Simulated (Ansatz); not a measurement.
Ansatz input file:

```yaml
crystal:
  lattice:
    - [-2.38292625, 2.38292625, 2.38292625]
    - [2.38292625, -2.38292625, 2.38292625]
    - [2.38292625, 2.38292625, -2.38292625]
  atoms:
    - { symbol: Sr, position: [0.0, 0.0, 0.0] }
basis:
  ecutwfc: 420
kpoints:
  mp_grid: { grid: [12, 12, 12] }
hamiltonian:
  xc: lda
scf:
  occupations: { method: gaussian, width: 0.1 }
output:
  forces: true
  stress: true
  eigenvalues: true
```

Run as
```bash
ansatz run input.yaml --threads 1 --pin off --max-ram 1331MiB --backend cpu --events-out ev --progress --plain --runs-dir out
```

Method: Ansatz 0.2.0, DFT LDA, scalar-relativistic, plane waves, PAW.

Abridged output:

```
Pseudopotentials: kind: paw
Pseudopotential: Sr, paw, valence charge 10, recommended cutoff 420 eV (normal)
Functional definition: SPW92
Crystal: 1 atom, lattice volume = 54.124 Å³
Basis set: ecut = 420 eV, 1055 PW (Γ)
Bands: 9, of which v1, the nominal top of the filled ones, is band 5 counted from 1 (4 counted from 0)
Symmetry: 48 space group operations
Space group: Im-3m (ITA 229), of the structure as read, at distance tolerance 3.8e-5 Å
k-points: 72 of 1728
Initial density: superposition of atomic densities (neutral atoms: chi_scale 0, normalization atom), corrected by the library's trained network
Initial wavefunctions: pseudopotential atomic-orbital guess
Functional: x = slater, c = lda
SCF iter   1: F=—  HF=-3444.288613 eV  |F-HF|=—  |Δ(HF+E_count)|=         —  Δρ=3.34e-3  dr2=2.02e-3  ethr=1.77e-3  ⟨swp⟩=6.5  Hψ=5594  notcnv=0
SCF iter   2: F=—  HF=-3444.288795 eV  |F-HF|=—  |Δ(HF+E_count)|=   1.83e-4  Δρ=1.73e-3  dr2=6.77e-4  ethr=2.02e-5  ⟨swp⟩=2.2  Hψ=1494  notcnv=0
SCF iter   3: F=—  HF=-3444.288967 eV  |F-HF|=—  |Δ(HF+E_count)|=   1.71e-4  Δρ=2.49e-4  dr2=3.41e-5  ethr=6.77e-6  ⟨swp⟩=2.0  Hψ=1008  notcnv=0
SCF iter   4: F=—  HF=-3444.288974 eV  |F-HF|=—  |Δ(HF+E_count)|=   7.76e-6  Δρ=6.50e-5  dr2=3.04e-6  ethr=3.41e-7  ⟨swp⟩=2.0  Hψ=1001  notcnv=0
SCF iter   5: F=—  HF=-3444.288974 eV  |F-HF|=—  |Δ(HF+E_count)|=   4.83e-7  Δρ=3.88e-5  dr2=8.78e-7  ethr=3.04e-8  ⟨swp⟩=1.1  Hψ=669  notcnv=0
SCF iter   6: F=-3444.288974 eV  HF=-3444.288974 eV  |F-HF|=6.30e-9  |Δ(HF+E_count)|=   3.45e-7  Δρ=5.26e-6  dr2=1.77e-8  ethr=1.00e-9  ⟨swp⟩=4.6  Hψ=3846  notcnv=0
SCF 1 converged in 6 iterations: F = -3444.288974 eV  dr2 = 1.77e-8
SCF converged after 6 iterations
Free energy (F): -3444.288974 eV
Harris-Foulkes:  -3444.288974 eV  (|F-HF|=6.30e-9)
Internal energy: -3444.283365 eV  (E = F + TS)
E sigma→0 (E₀):  -3444.286169 eV
Entropy (-TS):   -0.005608 eV (-5.608 meV/atom)
Fermi energy:    4.982150 eV
--- Per-component energies (eV) ---
  E_band       = -136.685158
  E_kinetic    = 241.522379
  E_local      = -770.878213  (includes V_loc(G=0)·N_el)
  E_nonlocal   = 206.991897
  E_hartree    = 193.862823
  E_xc         = -169.122592
  E_vxc        = -158.596426  (∫ρ·V_xc dr)
  E_paw        = -2597.171026  (= ΣΔE_a)
  E_vpaw       = -43.447554  (= ΣTr[D̂ρ^β])
  E_aug_tail   = -0.000002  (compensation charges beyond the density's cutoff)
  E_ewald      = -549.782767
  E_core_change = 0.294135  (= ΣΔE_core)
  E_smearing   = -0.005608  (= −TS)
--- Forces (eV/Å), atoms counted from 1 ---
  atom   1  Sr     0.00000000     0.00000000     0.00000000
--- Stress (GPa, compression-positive) ---
       -1.442219       0.000000       0.000000
        0.000000      -1.442219       0.000000
        0.000000       0.000000      -1.442219
  P = ⅓ Tr σ = -1.4422 GPa (-14.422 kbar)
--- Band table (eV; the first three rows and the last of 72) ---
  k-point 0: bands = ["-31.5248", "-13.4266", "-13.4266", "-13.4266", "1.2844", "7.2644", "7.2644", "7.2644", "8.6345"]
  k-point 1: bands = ["-31.5236", "-13.4415", "-13.4314", "-13.4266", "1.4054", "7.1601", "7.1935", "7.3807", "8.4792"]
  k-point 2: bands = ["-31.5206", "-13.4819", "-13.4447", "-13.4266", "1.7564", "6.8888", "6.9042", "7.7249", "8.3192"]
  k-point 71: bands = ["-31.4950", "-13.5807", "-13.5807", "-13.5807", "4.8100", "4.8100", "8.6164", "8.6164", "8.6164"]
```

The calculation finished and met its thresholds.